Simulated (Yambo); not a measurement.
Input of a Yambo 5.3.0 run:

The input optics1.in:

```
optics
chi
Chimod= "HARTREE"
% BndsRnXd
 1 | 33 |
%
NGsBlkXd= 3 Ry
% LongDrXd
 1 | 0 | 0 |
%
% QpntsRXd
 1 | 1 |
%
% EnRngeXd
 0 | 20 | eV
%
% DmRngeXd
 0.1 | 0.1 | eV
%
ETStpsXd= 200
```

File scf.in:

```
&CONTROL
  calculation = 'scf'
  prefix = 'pwscf'
  outdir = './tmp'
  pseudo_dir = './pseudo'
/
&SYSTEM
  ibrav = 0
  nat = 1
  ntyp = 1
  ecutwfc = 80
  nbnd = 13
  occupations = 'smearing'
  smearing = 'fd'
  degauss = 0.00367493
  force_symmorphic = .true.
/
&ELECTRONS
  conv_thr = 2d-10
  electron_maxstep = 120
  mixing_beta = 0.5
/
ATOMIC_SPECIES
Sb   121.7600 Sb.upf
CELL_PARAMETERS angstrom
   3.1600000000    0.0000000000    0.0000000000
   0.0000000000    3.1600000000    0.0000000000
   0.0000000000    0.0000000000    3.1600000000
ATOMIC_POSITIONS crystal
Sb     0.0000000000    0.0000000000    0.0000000000
K_POINTS automatic
12 12 12 0 0 0
```

File nscf.in:

```
&CONTROL
  calculation = 'nscf'
  prefix = 'pwscf'
  outdir = './tmp'
  pseudo_dir = './pseudo'
/
&SYSTEM
  ibrav = 0
  nat = 1
  ntyp = 1
  ecutwfc = 80
  nbnd = 38
  occupations = 'smearing'
  smearing = 'fd'
  degauss = 0.00367493
  force_symmorphic = .true.
/
&ELECTRONS
  conv_thr = 1d-08
  diago_full_acc = .true.
  diago_thr_init = 1d-06
/
ATOMIC_SPECIES
Sb   121.7600 Sb.upf
CELL_PARAMETERS angstrom
   3.1600000000    0.0000000000    0.0000000000
   0.0000000000    3.1600000000    0.0000000000
   0.0000000000    0.0000000000    3.1600000000
ATOMIC_POSITIONS crystal
Sb     0.0000000000    0.0000000000    0.0000000000
K_POINTS automatic
12 12 12 0 0 0
```

Potentials or basis: PseudoDojo 0.4.1 SR PBEsol standard.

Run with:

```bash
$ OMP_NUM_THREADS=1 pw.x -in scf.in > scf.out
$ OMP_NUM_THREADS=1 pw.x -in nscf.in > nscf.out
$ cd tmp/pwscf.save; p2y; mv SAVE ../..; cd ../..
$ OMP_NUM_THREADS=1 yambo
$ OMP_NUM_THREADS=1 yambo -F optics1.in -J optics1 -C optics1_out
```

(1) Estimate the band gap on the k mesh, mean-field level.

Results:

(1) none (metal or under the smearing width).

Caveat: the ground state has no gap, which makes the many-body step unreliable.
